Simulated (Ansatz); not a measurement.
**Co: rigid cleavage**

Theory: DFT PBE, scalar-relativistic, plane waves, PAW (Ansatz 0.2.0). The runs took a 420 eV cutoff, a Γ-centred 27×27×5 mesh and Gaussian smearing (0.15 eV). Collinear spins, started from moments 1.8, 1.8, 1.8, 1.8, 1.8, 1.8 μB in atom order; the magnetic state may not be the lowest. Energies are free energies at this smearing, counted from the undisturbed cell; pressure is positive in compression.

The starting cell (relaxed at this level; with this scan's settings it stands at 0.2 GPa):

```
Co
1.0
    -2.49225    0.00000    0.00000
    -1.24612   -2.15835    0.00000
     0.00000    0.00000   12.10016
Co
6
Cartesian
  -1.2461 -0.7194 11.0920
  -1.2461 -0.7194 3.0252
  -1.2461 -0.7194 7.0586
  -2.4922 -1.4389 1.0085
  -2.4922 -1.4389 5.0419
  -2.4922 -1.4389 9.0753
```

The cut lies on the cell's a–b face, a (0 0 1) plane (indices in the standard cell, whose axes needn't be the Cartesian ones shown) of area 5.38 Å², between layers 2.02 Å apart. Vector c is lengthened by d along the normal with the atoms' Cartesian places fixed: one unrelaxed cut a cell. The cell is metallic on the mesh throughout.

| d (Å) | energy (J/m²) | traction dE/dd (GPa) | moment (μB/cell) |
| --- | --- | --- | --- |
| -0.30 | ? | -87.7 | ? |
| 0.00 | 0.00 | -0.1 | 9.64 |
| 0.25 | 0.36 | 24.5 | 9.76 |
| 0.50 | 1.08 | 31.2 | 9.84 |
| 1.00 | 2.52 | 24.2 | 9.92 |
| 1.50 | ? | 13.6 | ? |
| 2.00 | 3.95 | 6.8 | 9.96 |
| 3.00 | 4.29 | 1.3 | 9.94 |
| 6.00 | 4.35 | 0.0 | 9.92 |

Give the withheld values.

energy (J/m²) at d (Å) = -0.30: 1.10; moment (μB/cell) at d (Å) = -0.30: 9.49; energy (J/m²) at d (Å) = 1.50: 3.46; moment (μB/cell) at d (Å) = 1.50: 9.96.

Cost: 9 runs of about 16 core-minutes in all, on AMD EPYC 9R45 (Zen 5) (shared hosts).